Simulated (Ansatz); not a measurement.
## Run record: O

O is taken in the coordinates of a database entry, unrelaxed (space group P6_3/mmc), 4 atoms in the cell. Forces or pressure are large there, so the entry is far from the computed equilibrium and may be faulty or of a sample under other conditions. Source: COD entry 9017498, which need not be the ambient phase.

Theory: DFT, PBE, PAW, plane waves, scalar-relativistic in Ansatz development build ahead of 0.2.0.

Input file:

```yaml
crystal:
  lattice:
    - [2.56099954, 0.0, 0.0]
    - [-1.28049977, 2.21789066, 0.0]
    - [0.0, 0.0, 6.575]
  atoms:
    - { symbol: O, position: [0.33333333, 0.66666667, 0.161] }
    - { symbol: O, position: [0.66666667, 0.33333333, 0.661] }
    - { symbol: O, position: [0.33333333, 0.66666667, 0.339] }
    - { symbol: O, position: [0.66666667, 0.33333333, 0.839] }
hamiltonian:
  xc: pbe
  pseudopotentials: { kind: paw }
basis:
  ecutwfc: 420
kpoints:
  mp_grid: { grid: [8, 8, 3] }
scf:
  occupations: { method: fermi_dirac, width: 0.03 }
  lower_state_search: "off"
  algorithm: density_mixing
  max_iter: 60
  mixing: { algorithm: anderson, ndim: 1, beta: 0.5, preconditioner: none }
output:
  forces: true
  stress: true
```

Command:
```sh
ansatz run input.yaml --threads 2 --pin off --max-ram 5120MiB --backend cpu --events-out ev --progress --plain --runs-dir out
```

Program output, abridged:

```
Pseudopotentials: kind: paw
Pseudopotential: O, paw, valence charge 6, recommended cutoff 420 eV (normal), O.paw.azcp
Functional definition: PBE
Crystal: 4 atoms, lattice volume = 37.346 Å³
Basis set: ecut = 420 eV, 735 PW (Γ), exchange–correlation on 36×36×90 points (8 copies of the dense FFT grid, shifted against one another)
Bands: 16, of which v1, the nominal top of the filled ones, is band 12 counted from 1 (11 counted from 0)
Symmetry: 24 space group operations
Space group: P63/mmc (ITA 194), of the structure as read, at distance tolerance 3.3e-5 Å
k-points: 20 of 192
Non-local potential: O, projectors of the file, l = 0: 2, l = 1: 2, l = 2: 1
Initial density: superposition of atomic densities (neutral atoms: chi_scale 0, normalization atom), corrected by the library's trained network
Initial wavefunctions: pseudopotential atomic-orbital guess
Functional: x = pbe(κ = 0.804, μ = 0.2195149727645171), c = pbe(β = 0.06672455060314922)
SCF iter   1: F=—  HF=-2258.878927 eV  |F-HF|=—  |Δ(HF+E_count)|=         —  Δρ=7.18e-3  dr2=1.52e-2  ethr=1.77e-3  ⟨swp⟩=5.2  Hψ=1499  notcnv=0
SCF iter   2: F=—  HF=-2258.878362 eV  |F-HF|=—  |Δ(HF+E_count)|=   5.65e-4  Δρ=2.01e-3  dr2=1.28e-3  ethr=6.32e-5  ⟨swp⟩=2.4  Hψ=777  notcnv=0  defer=5
SCF iter   3: F=—  HF=-2258.879081 eV  |F-HF|=—  |Δ(HF+E_count)|=   7.18e-4  Δρ=9.79e-4  dr2=2.16e-4  ethr=5.33e-6  ⟨swp⟩=2.2  Hψ=519  notcnv=0  defer=5
SCF iter   4: F=—  HF=-2258.879334 eV  |F-HF|=—  |Δ(HF+E_count)|=   2.54e-4  Δρ=5.07e-4  dr2=4.90e-5  ethr=9.00e-7  ⟨swp⟩=1.0  Hψ=315  notcnv=0  defer=5
SCF iter   5: F=—  HF=-2258.879445 eV  |F-HF|=—  |Δ(HF+E_count)|=   1.10e-4  Δρ=2.57e-4  dr2=1.17e-5  ethr=2.04e-7  ⟨swp⟩=1.1  Hψ=319  notcnv=0  defer=5
SCF iter   6: F=—  HF=-2258.879465 eV  |F-HF|=—  |Δ(HF+E_count)|=   2.03e-5  Δρ=1.31e-4  dr2=2.92e-6  ethr=4.87e-8  ⟨swp⟩=1.1  Hψ=318  notcnv=0  defer=5
SCF iter   7: F=—  HF=-2258.879471 eV  |F-HF|=—  |Δ(HF+E_count)|=   5.55e-6  Δρ=6.68e-5  dr2=7.39e-7  ethr=1.21e-8  ⟨swp⟩=1.1  Hψ=319  notcnv=0  defer=5
SCF iter   8: F=—  HF=-2258.879472 eV  |F-HF|=—  |Δ(HF+E_count)|=   1.51e-6  Δρ=3.43e-5  dr2=1.91e-7  ethr=3.08e-9  ⟨swp⟩=1.2  Hψ=335  notcnv=0  defer=5
SCF iter   9: F=-2258.879473 eV  HF=-2258.879473 eV  |F-HF|=1.48e-7  |Δ(HF+E_count)|=   4.11e-7  Δρ=1.76e-5  dr2=4.98e-8  ethr=4.17e-10  ⟨swp⟩=3.4  Hψ=895  notcnv=0
SCF 1 converged in 9 iterations: F = -2258.879473 eV  dr2 = 4.98e-8
  greatest PAW one-centre occupation: 0.890 electrons in one spin orbital (limit 2), on the O atom at site 3 (counted from 0), in its partial waves of l = 0
SCF converged after 9 iterations
Stability not checked: this state was not tested for a lower state beside it, because the mixer in use, unlike msr1, does not test its closes by its own steps (another_mixer; see scf.mixing.algorithm and scf.lower_state_search)
Free energy (F): -2258.879473 eV
Harris-Foulkes:  -2258.879473 eV  (|F-HF|=1.48e-7)
Internal energy: -2258.867983 eV  (E = F + TS)
E sigma→0 (E₀):  -2258.873728 eV
Entropy (-TS):   -0.011489 eV (-2.872 meV/atom)
Fermi energy:    4.863997 eV
--- Per-component energies (eV) ---
  E_band       = -152.032865
  E_kinetic    = 690.452018
  E_local      = -1478.917821  (includes V_loc(G=0)·N_el)
  E_nonlocal   = 194.823558
  E_hartree    = 474.277887
  E_xc         = -288.481807
  E_vxc        = -367.638262  (∫ρ·V_xc dr)
  E_paw        = -629.125191  (= ΣΔE_a)
  E_vpaw       = -139.317031  (= ΣTr[D̂ρ^β])
  E_aug_tail   = 0.009379  (compensation charges beyond the density's cutoff)
  E_ewald      = -1221.906008
  E_smearing   = -0.011489  (= −TS)
  E_closure    = -0.000000  (closes the sum)
  Σ components = -2258.879473   (vs F -2258.879473, Δ=0.00e0)
--- Forces (eV/Å), atoms counted from 1 ---
  atom   1  O      0.00000000     0.00000000    -3.02072531
  atom   2  O      0.00000000    -0.00000000    -3.02072531
  atom   3  O     -0.00000000     0.00000000     3.02072531
  atom   4  O     -0.00000000    -0.00000000     3.02072531
  max |Σ_I F_I| component: 4.44e-16 eV/Å
--- Stress (GPa, compression-positive) ---
        0.178575      -0.000000       0.000000
       -0.000000       0.178575      -0.000000
        0.000000      -0.000000      51.512425
  P = ⅓ Tr σ = 17.2899 GPa (172.899 kbar)
```

The run took 1 s on 2 threads of Intel(R) Xeon(R) Processor @ 2.50GHz (Skylake/Cascade Lake), on a shared host, peak memory 0.28 GiB.
